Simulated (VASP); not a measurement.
# CaSe in VASP: a series of runs

The runs below take CaSe through electric field gradients, with PBE, LDA, PBEsol, r2SCAN.

Program: VASP 6.6.1. These are calculated values, not measurements. Logs are shortened: lines on timing, memory, paths and dates and some standing lists are left out, and cuts for length are marked.

**What was measured.**

From a printed reference work, monograph, original work of 1988, for a bulk crystal of CaSe at 2 K: band gap 3.85 eV (indirect).

The results are compared with them further down.

### Step 1. The cell of the first run

It takes space group R-3m (No. 166, trigonal). Conventional cell: a = 4.222 Å, b = 4.222 Å, c = 10.035 Å, α = 90.00°, β = 90.00°, γ = 120.00°. Within 3.9 Å of Ca (site symmetry -3m) lie 6 Se at 2.96 Å. Within 3.9 Å of Se (site symmetry -3m) lie 6 Ca at 2.96 Å.

### Step 2. Electric field gradients, PBE, collinear spin

File INCAR:

```
  PREC = Accurate
  ENCUT = 520
  EDIFF = 1E-8
  ISMEAR = -1
  SIGMA = 0.02
  LREAL = False
  LASPH = True
  NELM = 150
  ALGO = Normal
  ISIF = 2
  LWAVE = False
  LCHARG = False
  ISPIN = 2
  MAGMOM = 0.2 0.2
  LORBIT = 11
  GGA = PE
  LEFG = True
  NBANDS = 19
```

File KPOINTS:

```
Automatic mesh
0
Gamma
  10 10 10
```

File POSCAR:

```
CaSe
1.0
   -0.0591200000      2.9264400000      2.9264400000
    2.9264400000     -0.0591200000      2.9264400000
    2.9264400000      2.9264400000     -0.0591200000
Ca Se
1 1
Direct
    0.0000000000      0.0000000000      0.0000000000
    0.5000000000      0.5000000000      0.5000000000
```

Potentials or basis: VASP PAW PBE potentials, release 64 (Ca_sv, Se).

Command:

```console
$ cat potpaw_PBE.64/Ca_sv/POTCAR potpaw_PBE.64/Se/POTCAR > POTCAR
$ mpirun -np 1 vasp_std > vasp.out
```

OUTCAR:

```text
PREC = Accurate
   ENCUT = 520
   EDIFF = 1E-8
   ISMEAR = -1
   LREAL = False
   LASPH = True
   NELM = 150
   ISIF = 2
   ISPIN = 2
   LORBIT = 11
   GGA = PE

 ion  position               nearest neighbor table
   1  0.000  0.000  0.000-   2 2.96   2 2.96   2 2.96   2 2.96   2 2.96   2 2.96
   2  0.500  0.500  0.500-   1 2.96   1 2.96   1 2.96   1 2.96   1 2.96   1 2.96

  LATTYP: Found a trigonal (rhomboedric) cell.
 ALAT       =     4.1390333801
 COS(alpha) =     0.4797000918

  Lattice vectors:

 A1 = (  -0.0591200000,   2.9264400000,   2.9264400000)
 A2 = (   2.9264400000,  -0.0591200000,   2.9264400000)
 A3 = (   2.9264400000,   2.9264400000,  -0.0591200000)

Analysis of symmetry for initial positions (statically):
=====================================================================
 Subroutine PRICEL returns:
 Original cell was already a primitive cell.

 Routine SETGRP: Setting up the symmetry group for a
 trigonal (rhombohedral) supercell.

 Subroutine GETGRP returns: Found 12 space group operations
 (whereof 12 operations were pure point group operations)
 out of a pool of 12 trial point group operations.

The static configuration has the point symmetry D_3d.

Analysis of symmetry for dynamics (positions and initial velocities):
=====================================================================
 Subroutine PRICEL returns:
 Original cell was already a primitive cell.

 Routine SETGRP: Setting up the symmetry group for a
 trigonal (rhombohedral) supercell.

 Subroutine GETGRP returns: Found 12 space group operations
 (whereof 12 operations were pure point group operations)
 out of a pool of 12 trial point group operations.

The dynamic configuration has the point symmetry D_3d.

Analysis of structural, dynamic, and magnetic symmetry:
=====================================================================
 Subroutine PRICEL returns:
 Original cell was already a primitive cell.

 Routine SETGRP: Setting up the symmetry group for a
 trigonal (rhombohedral) supercell.

[... 166 lines left out ...]
      3     -18.2775      1.00000
      4     -18.2775      1.00000
      5      -9.3439      1.00000
      6       2.4086      1.00000
[... 517 lines left out ...]
     18      14.3033      0.00000
     19      18.1685      0.00000

 [... further k-points ...]

 spin component 2

 k-point     1 :       0.0000    0.0000    0.0000
  band No.  band energies     occupation
      1     -37.2854      1.00000
      2     -18.2836      1.00000
      3     -18.2775      1.00000
      4     -18.2775      1.00000
      5      -9.3439      1.00000
      6       2.4086      1.00000
[... 517 lines left out ...]
     18      14.3033      0.00000
     19      18.1685      0.00000

 [... further k-points ...]

------------------------ aborting loop because EDIFF is reached ----------------------------------------

  FORCE on cell =-STRESS in cart. coord.  units (eV):
  Direction    XX          YY          ZZ          XY          YZ          ZX
  --------------------------------------------------------------------------------------
  -------------------------------------------------------------------------------------
  Total        0.4356278      0.4356278      0.4356278      0.1665846      0.1665846      0.1665846
  in kB       13.5149392     13.5149392     13.5149392      5.1681295      5.1681295      5.1681295
  external PRESSURE =      13.5149392 kB  Pullay stress =       0.0000000 kB

 VOLUME and BASIS-vectors are now :
 -----------------------------------------------------------------------------
  energy-cutoff  :      520.00
  volume of cell :       51.64
      direct lattice vectors                 reciprocal lattice vectors
    -0.059120000  2.926440000  2.926440000    -0.165763863  0.169181675  0.169181675
     2.926440000 -0.059120000  2.926440000     0.169181675 -0.165763863  0.169181675
     2.926440000  2.926440000 -0.059120000     0.169181675  0.169181675 -0.165763863

 POSITION                                       TOTAL-FORCE (eV/Angst)
 -----------------------------------------------------------------------------------
      0.00000      0.00000      0.00000        -0.000000      0.000000     -0.000000
      2.89688      2.89688      2.89688         0.000000     -0.000000      0.000000
 -----------------------------------------------------------------------------------
    total drift:                                0.000000     -0.000000     -0.000000

  FREE ENERGIE OF THE ION-ELECTRON SYSTEM (eV)
  ---------------------------------------------------
  free  energy   TOTEN  =        -9.4748161643 eV

  energy  without entropy=       -9.4748161643  energy(sigma->0) =       -9.47481616

 Electric field gradients (V/A^2)
---------------------------------------------------------------------
 ion       V_xx      V_yy      V_zz      V_xy      V_xz      V_yz
---------------------------------------------------------------------
   1       0.000     0.000    -0.000     1.067     1.067     1.067
   2       0.000    -0.000    -0.000    -5.711    -5.711    -5.711
---------------------------------------------------------------------

 Electric field gradients after diagonalization (V/A^2)
 (convention: |V_zz| > |V_xx| > |V_yy|)
----------------------------------------------------------------------
 ion       V_xx      V_yy      V_zz     asymmetry (V_yy - V_xx)/ V_zz
----------------------------------------------------------------------
   1      -1.067    -1.067     2.135       0.000
   2       5.711     5.711   -11.422       0.000
----------------------------------------------------------------------

           NMR quadrupolar parameters

 Cq : quadrupolar parameter    Cq=e*Q*V_zz/h
 eta: asymmetry parameters     (V_yy - V_xx)/ V_zz
 Q  : nuclear electric quadrupole moment in mb (millibarn)
----------------------------------------------------------------------
 ion       Cq(MHz)       eta       Q (mb)
----------------------------------------------------------------------
   1       0.005       0.000       1.000
   2      -0.028       0.000       1.000
----------------------------------------------------------------------

 total charge

# of ion       s       p       d       tot
------------------------------------------
    1        2.033   5.853   0.241   8.127
    2        1.430   2.495   0.005   3.930
--------------------------------------------------
tot          3.463   8.348   0.246  12.057

 magnetization (x)

# of ion       s       p       d       tot
------------------------------------------
    1       -0.000  -0.000   0.000  -0.000
    2       -0.000  -0.000   0.000  -0.000
--------------------------------------------------
tot         -0.000  -0.000   0.000  -0.000
```

OSZICAR:

```text
N       E                     dE             d eps       ncg     rms          rms(c)
DAV:   1     0.111478375537E+03    0.11148E+03   -0.69884E+03  8816   0.751E+02
DAV:   2    -0.479249569783E+01   -0.11627E+03   -0.10979E+03 10300   0.210E+02
DAV:   3    -0.940495618995E+01   -0.46125E+01   -0.45564E+01 11000   0.396E+01
[... 10 lines left out ...]
DAV:  14    -0.947481626863E+01   -0.24672E-06   -0.44521E-07  9788   0.461E-03    0.192E-03
DAV:  15    -0.947481625729E+01    0.11337E-07   -0.53706E-08 11606   0.121E-03    0.945E-04
DAV:  16    -0.947481613009E+01    0.12720E-06   -0.47993E-08  9563   0.144E-03    0.409E-04
DAV:  17    -0.947481614287E+01   -0.12775E-07   -0.69153E-09  8621   0.611E-04    0.206E-04
DAV:  18    -0.947481615480E+01   -0.11932E-07   -0.29212E-10  5107   0.126E-04    0.150E-04
DAV:  19    -0.947481616432E+01   -0.95160E-08   -0.14046E-10  4999   0.789E-05
   1 F= -.94748162E+01 E0= -.94748162E+01  d E =-.186824E-13  mag=    -0.0000
```

stdout:

```text
POSCAR found type information on POSCAR CaSe
 POSCAR found :  2 types and       2 ions
 scaLAPACK will be used
 LDA part: xc-table for (Slater+PW92), standard interpolation
 POSCAR, INCAR and KPOINTS ok, starting setup
 FFT: planning ... GRIDC
 FFT: planning ... GRID_SOFT
 FFT: planning ... GRID
 WAVECAR not read
 entering main loop
ion   1

ion   2
```

Run time: 2 min. Hardware: 1 thread of Intel Xeon Platinum 8375C at 2.90GHz (Ice Lake), shared host; peak memory 0.33 GiB.

Results:

```
Free energy                                           : -9.4748 eV
Pressure                                              : 1.4 GPa
Band gap on the k mesh                                : 1.91 eV (least direct gap 2.87 eV)
Net moment                                            : 0.00 μB per cell
Largest electric field gradient by atom               : Ca +2.1; Se -11.4 V/Å²
Valence electrons inside the program's atomic spheres : Ca 8.13; Se 3.93
```

Stress tensor (GPa, compression positive):
```
1.35 0.52 0.52
0.52 1.35 0.52
0.52 0.52 1.35
```

Levels at points of the mesh, in eV from the valence-band top:
Spin up:
```csv
k point,band 6,band 7,band 8,band 9,band 10,band 11
"(0.00, 0.00, 0.00)",-0.16,-0.16,0.00,3.20,3.52,3.52
"(0.50, 0.00, 0.00)",-3.42,-1.34,-1.20,4.44,5.27,5.30
"(0.50, 0.50, 0.00)",-2.64,-1.13,-0.96,1.91,4.93,4.93
"(0.50, 0.50, 0.50)",-3.36,-1.42,-1.42,4.31,5.41,5.46
```
Spin down:
```csv
k point,band 4,band 5,band 6,band 7,band 8,band 9,band 10,band 11,band 12,band 13
"(0.00, 0.00, 0.00)",-20.85,-11.92,-0.16,-0.16,0.00,3.20,3.52,3.52,3.78,4.17
"(0.50, 0.00, 0.00)",-20.86,-11.23,-3.42,-1.34,-1.20,4.44,5.27,5.30,5.54,7.36
"(0.50, 0.50, 0.00)",-20.88,-11.33,-2.64,-1.13,-0.96,1.91,4.93,4.93,5.90,5.94
"(0.50, 0.50, 0.50)",-20.86,-11.18,-3.36,-1.42,-1.42,4.31,5.41,5.46,5.46,7.49
```

Electric field gradients, principal values (V/Å²):
```
atom   least  middle  greatest (by size)
1 Ca  -1.067  -1.067               2.135
2 Se   5.711   5.711             -11.422
```

Caveat: without QUAD_EFG the Cq values of the log hold for a quadrupole moment of 1 mb, not for the nuclei.

### Step 3. Electric field gradients, LDA

File INCAR:

```
SYSTEM = CaSe
PREC = Accurate
ENCUT = 400
EDIFF = 1E-8
ISMEAR = -1
SIGMA = 0.02
LREAL = .FALSE.
LASPH = .TRUE.
NELM = 120
ALGO = Normal
ISIF = 2
LWAVE = .FALSE.
LCHARG = .FALSE.
GGA = CA
LEFG = .TRUE.
NBANDS = 15
GGA_COMPAT = .FALSE.
```

File KPOINTS:

```
regular mesh
0
G
  7 7 7
  0 0 0
```

File POSCAR:

```
CaSe
1.0
    0.0000000000      2.9560000000      2.9560000000
    2.9560000000      0.0000000000      2.9560000000
    2.9560000000      2.9560000000      0.0000000000
Ca Se
1 1
Direct
    0.0000000000      0.0000000000      0.0000000000
    0.5000000000      0.5000000000      0.5000000000
```

Potentials or basis: VASP PAW LDA potentials, release 64 (Ca_sv, Se).

Command:

```console
$ cat potpaw_LDA.64/Ca_sv/POTCAR potpaw_LDA.64/Se/POTCAR > POTCAR
$ mpirun -np 1 vasp_std > vasp.out
```

OUTCAR:

```text
SYSTEM = CaSe
   PREC = Accurate
   ENCUT = 400
   EDIFF = 1E-8
   ISMEAR = -1
   LREAL = .FALSE.
   LASPH = .TRUE.
   NELM = 120
   ISIF = 2
   GGA = CA

 ion  position               nearest neighbor table
   1  0.000  0.000  0.000-   2 2.96   2 2.96   2 2.96   2 2.96   2 2.96   2 2.96
   2  0.500  0.500  0.500-   1 2.96   1 2.96   1 2.96   1 2.96   1 2.96   1 2.96

  LATTYP: Found a face centered cubic cell.
 ALAT       =     5.9120000000

  Lattice vectors:

 A1 = (   0.0000000000,   2.9560000000,   2.9560000000)
[... 565 lines left out ...]
  ---------------------------------------------------
  free  energy   TOTEN  =       -10.5568554114 eV

  energy  without entropy=      -10.5568554114  energy(sigma->0) =      -10.55685541

 Electric field gradients (V/A^2)
---------------------------------------------------------------------
 ion       V_xx      V_yy      V_zz      V_xy      V_xz      V_yz
---------------------------------------------------------------------
   1      -0.000     0.000     0.000     0.001     0.001     0.001
   2      -0.000     0.000    -0.000     0.001     0.001     0.001
---------------------------------------------------------------------

 Electric field gradients after diagonalization (V/A^2)
 (convention: |V_zz| > |V_xx| > |V_yy|)
----------------------------------------------------------------------
 ion       V_xx      V_yy      V_zz     asymmetry (V_yy - V_xx)/ V_zz
----------------------------------------------------------------------
   1      -0.001    -0.001     0.001       0.000
   2      -0.001    -0.001     0.001       0.000
----------------------------------------------------------------------

           NMR quadrupolar parameters

 Cq : quadrupolar parameter    Cq=e*Q*V_zz/h
 eta: asymmetry parameters     (V_yy - V_xx)/ V_zz
 Q  : nuclear electric quadrupole moment in mb (millibarn)
----------------------------------------------------------------------
 ion       Cq(MHz)       eta       Q (mb)
----------------------------------------------------------------------
   1       0.000       0.000       1.000
   2       0.000       0.000       1.000
----------------------------------------------------------------------
```

stdout:

```text
POSCAR found type information on POSCAR CaSe
 POSCAR found :  2 types and       2 ions
 scaLAPACK will be used
 LDA part: xc-table for (Slater(with rela. corr.)+CA(PZ))
 , standard interpolation
 POSCAR, INCAR and KPOINTS ok, starting setup
 FFT: planning ... GRIDC
 FFT: planning ... GRID_SOFT
 FFT: planning ... GRID
 WAVECAR not read
 entering main loop
ion   1

ion   2
```

It took 17 s on 1 thread of Intel Xeon 8259CL, shared host; peak memory 0.14 GiB.

Results:

```yaml
Free_energy: -10.5569 eV
Pressure: -2.9 GPa
Band_gap_on_the_k_mesh: 1.92 eV (least direct gap 2.84 eV)
Largest_electric_field_gradient_by_atom: zero within the noise of the run
```

Caveat: an odd mesh through Γ misses points on the zone boundary, where band edges can lie.

(Continued in part 2 of 3.)
